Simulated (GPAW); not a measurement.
# Fe (Fmmm) in GPAW: single point with PBE

Aim: the single point of Fe with PBE.

Everything below comes from runs of GPAW 26.7.0. Logs are shortened: lines on timing, memory, paths and dates and some standing lists are left out, and cuts for length are marked. The log counts tension as positive stress, the text compression.

## (1) The crystal as given

The structure is orthorhombic, space group Fmmm (No. 69). The conventional cell has a = 2.997 Å, b = 3.883 Å, c = 3.930 Å, α = 90.00°, β = 90.00°, γ = 90.00°. Fe (site symmetry mmm) has 12 Fe at 2.45 to 2.76 Å as nearest neighbours.

## (2) Single point, PBE, collinear spin, ferromagnetic start

run.py reads:

```python
from ase.dft.bandgap import bandgap
from ase.io import read, write
from ase.units import GPa
from gpaw import GPAW, PW

atoms = read('Fe.cif')
atoms.set_initial_magnetic_moments([4.0, 4.0, 4.0, 4.0])

calc = GPAW(mode=PW(500),
            xc='PBE',
            kpts={'size': (7, 6, 6), 'gamma': True},
            occupations={'name': 'fermi-dirac', 'width': 0.05},
            nbands=34,
            maxiter=120,
            txt='gpaw.txt')
atoms.calc = calc
energy = atoms.get_potential_energy()
forces = atoms.get_forces()
stress = atoms.get_stress()
calc.write('gs.gpw')
write('result.traj', atoms)
print(f'Energy: {energy:.6f} eV')
print('Forces (eV/A):')
print(forces.round(4))
print('Stress (GPa):', (stress / GPa).round(3))
print('Moments:', calc.get_magnetic_moments().round(3))
print('Fermi level:', round(calc.get_fermi_level(), 4), 'eV')
print(f'Gap: {bandgap(calc)[0]:.4f} eV, direct: {bandgap(calc, direct=True)[0]:.4f} eV')
```

Fe.cif reads:

```cif
data_Fe
_cell_length_a 2.99687942
_cell_length_b 3.88347938
_cell_length_c 3.93021032
_cell_angle_alpha 90.00000000
_cell_angle_beta 90.00000000
_cell_angle_gamma 90.00000000
_space_group_name_H-M_alt 'Fmmm'
_space_group_name_Hall '-F 2 2'
_space_group_IT_number 69
loop_
_space_group_symop_operation_xyz
'x,y,z'
'-x,-y,-z'
'-x,-y,z'
'x,y,-z'
'x,-y,-z'
'-x,y,z'
'-x,y,-z'
'x,-y,z'
'x,y+1/2,z+1/2'
'-x,-y+1/2,-z+1/2'
'-x,-y+1/2,z+1/2'
'x,y+1/2,-z+1/2'
'x,-y+1/2,-z+1/2'
'-x,y+1/2,z+1/2'
'-x,y+1/2,-z+1/2'
'x,-y+1/2,z+1/2'
'x+1/2,y,z+1/2'
'-x+1/2,-y,-z+1/2'
'-x+1/2,-y,z+1/2'
'x+1/2,y,-z+1/2'
'x+1/2,-y,-z+1/2'
'-x+1/2,y,z+1/2'
'-x+1/2,y,-z+1/2'
'x+1/2,-y,z+1/2'
'x+1/2,y+1/2,z'
'-x+1/2,-y+1/2,-z'
'-x+1/2,-y+1/2,z'
'x+1/2,y+1/2,-z'
'x+1/2,-y+1/2,-z'
'-x+1/2,y+1/2,z'
'-x+1/2,y+1/2,-z'
'x+1/2,-y+1/2,z'
loop_
_atom_site_label
_atom_site_type_symbol
_atom_site_symmetry_multiplicity
_atom_site_Wyckoff_symbol
_atom_site_fract_x
_atom_site_fract_y
_atom_site_fract_z
_atom_site_occupancy
Fe1 Fe 4 a 0.0000000000 0.0000000000 0.0000000000 1
```

Potentials or basis: GPAW PAW data sets (gpaw-data 1.2.1), pw.

Run with:

```sh
$ OMP_NUM_THREADS=1 python run.py
```

gpaw.txt:

```text
__  _  _
 | _ |_)|_||  |
 |__||  | ||/\| - 26.7.0

Input parameters:
  mode=PW(ecut=500.0),
  kpts=MonkhorstPack(size=(7, 6, 6), gamma=True),
  maxiter=120,
  nbands=34,
  occupations=Occupations(name='fermi-dirac', width=0.05),
  xc=XC(name='PBE')

Diagonalizing LCAO Hamiltonian
Converting LCAO to pw mode
   .------.
  /|      |
 * |      |
 |Fe      |
 | |      |
 | .-Fe---.
 |/   Fe /
 Fe-----*

Atoms  # Å, Bohr magnetons
|   | symbol |        x |        y |        z |    initial magnetic moments |
|---|--------|----------|----------|----------|-----------------------------|
| 0 |     Fe | 0.000000 | 0.000000 | 0.000000 | ( 0.0000,  0.0000,  4.0000) |
| 1 |     Fe | 0.000000 | 1.941740 | 1.965105 | ( 0.0000,  0.0000,  4.0000) |
| 2 |     Fe | 1.498440 | 0.000000 | 1.965105 | ( 0.0000,  0.0000,  4.0000) |
| 3 |     Fe | 1.498440 | 1.941740 | 0.000000 | ( 0.0000,  0.0000,  4.0000) |

Unit cell  # Å
| periodic |        x |        y |        z |  lengths |    angles |
|----------|----------|----------|----------|----------|-----------|
|      yes | 2.996879 | 0.000000 | 0.000000 | 2.996879 | 90.000000 |
|      yes | 0.000000 | 3.883479 | 0.000000 | 3.883479 | 90.000000 |
|      yes | 0.000000 | 0.000000 | 3.930210 | 3.930210 | 90.000000 |

Number of symmetries: 8
Symmetry operations  # r_c * U_cc + t_c -> r_c
|   | kind |            matrix            |
|---|------|------------------------------|
| 0 |  E   |  1, 0, 0,  0, 1, 0,  0, 0, 1 |
| 1 |  σ   |  1, 0, 0,  0, 1, 0,  0, 0,-1 |
| 2 |  σ   |  1, 0, 0,  0,-1, 0,  0, 0, 1 |
| 3 |  C2  |  1, 0, 0,  0,-1, 0,  0, 0,-1 |
| 4 |  σ   | -1, 0, 0,  0, 1, 0,  0, 0, 1 |
| 5 |  C2  | -1, 0, 0,  0, 1, 0,  0, 0,-1 |
| 6 |  C2  | -1, 0, 0,  0,-1, 0,  0, 0, 1 |
| 7 |  i   | -1, 0, 0,  0,-1, 0,  0, 0,-1 |

BZ-sampling:
  Number of BZ points: 252
  Number of IBZ points: 64

  Monkhorst-Pack size: [7, 6, 6]
  Monkhorst-Pack shift: [0.0, 0.08333333333333333, 0.08333333333333333]

K-points  # in reciprocal-cell coordinates
|     |                                coordinates |     weight |
|-----|--------------------------------------------|------------|
|   0 | (  0.00000000,   0.00000000,   0.00000000) | 0.00396825 |
|   1 | (  0.00000000,   0.00000000,   0.16666667) | 0.00793651 |
|   2 | (  0.00000000,   0.00000000,   0.33333333) | 0.00793651 |
|   3 | (  0.00000000,   0.00000000,   0.50000000) | 0.00396825 |
|   4 | (  0.00000000,   0.16666667,   0.00000000) | 0.00793651 |
|   5 | (  0.00000000,   0.16666667,   0.16666667) | 0.01587302 |
|   6 | (  0.00000000,   0.16666667,   0.33333333) | 0.01587302 |
|   7 | (  0.00000000,   0.16666667,   0.50000000) | 0.00793651 |
|   8 | (  0.00000000,   0.33333333,   0.00000000) | 0.00793651 |
|   9 | (  0.00000000,   0.33333333,   0.16666667) | 0.01587302 |
| ... |                                            |            |
|  63 | (  0.42857143,   0.50000000,   0.50000000) | 0.00793651 |

Plane wave coefficients: 1194
Cutoff: 500.0 eV

Spin-components: 2 (collinear spins)
Bands:           34
Projectors:      24
Spin-degeneracy: 1
Datatype:        complex128

Parallelization:
  kpt:    1
  domain: 1
  band:   1

Density:
  Valence electrons: 32.0
  Components: 2
  Grid points: [16 21 21]
  Charge: 0.0  # |e|

Potential:
  Grid points: [16 21 21]

species:
  Fe:
    name:    Iron
    Z:       26.0
    valence: 8
    core:    18
    charge:  0.0  # [|e|]
    compensation charges:
      type: gauss
      rc: 0.33  # [Å]
      lmax: 2
    cutoffs:
      filter: 2.06  # [Å]
      core: 2.67  # [Å]
    projectors
    | kind |    occ | energy [eV] | rcut [Å] |
    |------|--------|-------------|----------|
    |   4s |  2.000 |      -5.291 |    1.164 |
    |   4p |  0.000 |      -1.326 |    1.058 |
    |   3d |  6.000 |      -7.505 |    1.058 |
    |    s |        |      21.920 |    1.164 |
    |    p |        |      25.885 |    1.058 |
    |    d |        |      19.706 |    1.058 |

    Using partial waves for Fe as LCAO basis

Reference energy: -138477.818400  # eV

eigensolver:
  PPCG
  Converge bands: occupied
  niter=2

density mixing:
  MSR1-Mixer
  Pratt-step length: 0.05
  Maximum mixing coefficient: 0.75
  Old densities: 10
  SVD Regularization: 0.005
  Good broyden scale: 1.0
  Trust region scale: 1.0
  Backstep threshold: 4.0
  History deletion threshold: 6.0
  Fourier metric: weight=20.0, sigma=0.015

occupation numbers:
  Fermi-Dirac:
    width: 0.0500  # eV

poisson solver:
  ecut: 4000.0  # eV

xc functional:
  name: PBE with 2 nearest neighbor stencil

convergence criteria:
- Maximum [total energy] change in last 3 cyles: 0.0005 eV / valence electron
- Maximum integral of absolute [dens]ity change: 0.0001 electrons / valence electron
- Maximum integral of absolute [eigenst]ate change: 4e-08 eV^2 / valence electron
maximum number of iterations: 120

SCF iterations
|iter     | |      energy | eigst |  dens |  magmom |
|---------|-|-------------|-------|-------|---------|
|iter:   1| |  -34.340644 | +0.35 |       | +16.0282|
|iter:   2| |  -34.459237 | -1.73 | -0.71 | +15.7761|
|iter:   3| |  -35.728500 | -1.83 | -0.73 | +11.5914|
|iter:   4| |  -36.176629 | -2.30 | -1.23 |  +9.8941|
|iter:   5| |  -36.451003 | -2.17 | -1.14 |  +9.3012|
|iter:   6| |  -35.960668 | -2.34 | -1.05 |  +8.6638|
|iter:   7| |  -35.997720 | -3.41 | -1.66 |  +8.8424|
|iter:   8| |  -36.024041 | -3.60 | -1.90 |  +8.8186|
|iter:   9| |  -36.194217 | -2.72 | -1.60 |  +8.9214|
|iter:  10| |  -36.111923 | -2.50 | -1.19 |  +9.0744|
|iter:  11| |  -35.991152 | -3.19 | -1.31 |  +8.7292|
|iter:  12| |  -36.001749 | -3.74 | -1.94 |  +8.7011|
|iter:  13| |  -36.002636c| -4.73 | -2.44 |  +8.7326|
|iter:  14| |  -36.002961c| -5.72 | -2.63 |  +8.7472|
|iter:  15| |  -36.003052c| -5.49 | -2.59 |  +8.7677|
|iter:  16| |  -36.003342c| -5.61 | -2.92 |  +8.7938|
|iter:  17| |  -36.003210c| -6.12 | -2.84 |  +8.7957|
|iter:  18| |  -36.003211c| -7.11 | -3.68 |  +8.7959|
|iter:  19| |  -36.003212c| -7.59c| -3.99 |  +8.7971|
|iter:  20| |  -36.003215c| -7.84c| -4.44c|  +8.7978|

Converged in 20 steps
Energy contributions relative to reference atoms: (reference = -138477.818400)

Energy contributions:
  Kinetic:          31.007952
  Coulomb:         -26.099595
  Zero:              0.382342
  External:          0.000000
  Xc:              -41.277592
  Entropy:          -0.032643
  Spinorbit:         0.000000
  ----------------------------
  Free energy:     -36.019536
  Extrapolated:    -36.003215

dipole moment: (-14.689206, -19.034872, -19.263921)  # |e|*Ang

Total magnetic moment: (0.000000, 0.000000, 8.797778)

Local magnetic moments
|        x |        y |        z |
|----------|----------|----------|
| 0.000000 | 0.000000 | 2.238885 |  # Fe   0
| 0.000000 | 0.000000 | 2.238788 |  # Fe   1
| 0.000000 | 0.000000 | 2.238664 |  # Fe   2
| 0.000000 | 0.000000 | 2.238659 |  # Fe   3

Fermi level: 10.076
Eigenvalues  # (at kpt = [0.000, 0.000, 0.000])
| band index |      eig [eV] | occ [0-1] |      eig [eV] | occ [0-1] |
|------------|---------------|-----------|---------------|-----------|
|          0 |         1.524 |     1.000 |         1.677 |     1.000 |
|        ... |               |           |               |           |
|          5 |         6.333 |     1.000 |         7.934 |     1.000 |
|          6 |         6.350 |     1.000 |         7.992 |     1.000 |
|          7 |         7.610 |     1.000 |         9.446 |     1.000 |
|          8 |         7.696 |     1.000 |         9.593 |     1.000 |
|          9 |         8.034 |     1.000 |        10.097 |     0.394 |
|         10 |         8.718 |     1.000 |        10.899 |     0.000 |
[... 8 lines left out ...]
|         19 |        10.468 |     0.000 |        12.375 |     0.000 |
|         20 |        10.545 |     0.000 |        12.438 |     0.000 |
|        ... |               |           |               |           |
|         33 |        28.486 |     0.000 |        31.958 |     0.000 |

No gap
No difference between direct/indirect transitions

Forces  # eV/Ang
|        x |       y |       z |
|----------|---------|---------|
|  0.00000 | 0.00000 | 0.00000 |  # Fe   0
| -0.00000 | 0.00000 | 0.00000 |  # Fe   1
|  0.00000 | 0.00000 | 0.00000 |  # Fe   2
| -0.00000 | 0.00000 | 0.00000 |  # Fe   3

Stress tensor  # eV/Ang^3
|        x |         y |         z |
|----------|-----------|-----------|
| 0.036179 |  0.000000 |  0.000000 |
| 0.000000 | -0.028471 |  0.000000 |
| 0.000000 |  0.000000 | -0.015533 |

# Writing to gs.gpw (mode='')
```

Wall time 3.4 min (1 thread of Arm Neoverse V1, shared host); peak memory 0.24 GiB.

Results:

```
Free energy            : -36.0195 eV
Pressure               : 0.4 GPa
Band gap on the k mesh : none (metal or under the smearing width)
Net moment             : 8.80 μB per cell
Site moments           : Fe +2.24 μB
```

Levels at points of the mesh, in eV from the Fermi level:
Spin up:
```csv
k point,band 17,band 18,band 19,band 20,band 21,band 22,band 23,band 24
"(0.00, 0.00, 0.00)",-0.03,0.10,0.22,0.39,0.47,0.73,0.96,7.71
"(0.00, 0.00, 0.50)",-1.08,-1.08,-1.02,-1.02,0.34,0.34,5.75,5.75
"(0.00, 0.50, 0.00)",-1.11,-1.11,-1.08,-1.08,0.25,0.25,5.66,5.66
"(0.00, 0.50, 0.50)",-1.15,-1.15,-1.15,-1.15,0.46,0.46,0.46,0.46
```
Spin down:
| k point | band 8 | band 9 | band 10 | band 11 | band 12 | band 13 | band 14 | band 15 | band 16 | band 17 |
| --- | --- | --- | --- | --- | --- | --- | --- | --- | --- | --- |
| (0.00, 0.00, 0.00) | -0.63 | -0.48 | 0.02 | 0.82 | 1.05 | 1.30 | 1.88 | 1.91 | 1.94 | 2.03 |
| (0.00, 0.00, 0.50) | -1.43 | -0.53 | -0.53 | -0.44 | -0.44 | 0.84 | 0.84 | 0.88 | 0.88 | 1.63 |
| (0.00, 0.50, 0.00) | -1.33 | -0.46 | -0.46 | -0.45 | -0.45 | 0.80 | 0.80 | 0.84 | 0.84 | 1.59 |
| (0.00, 0.50, 0.50) | -0.73 | -0.40 | -0.40 | -0.40 | -0.40 | 0.15 | 0.15 | 0.15 | 0.15 | 0.85 |

Caveat: the cutoff is short for stress and forces, so pressures can be off by a GPa or more.
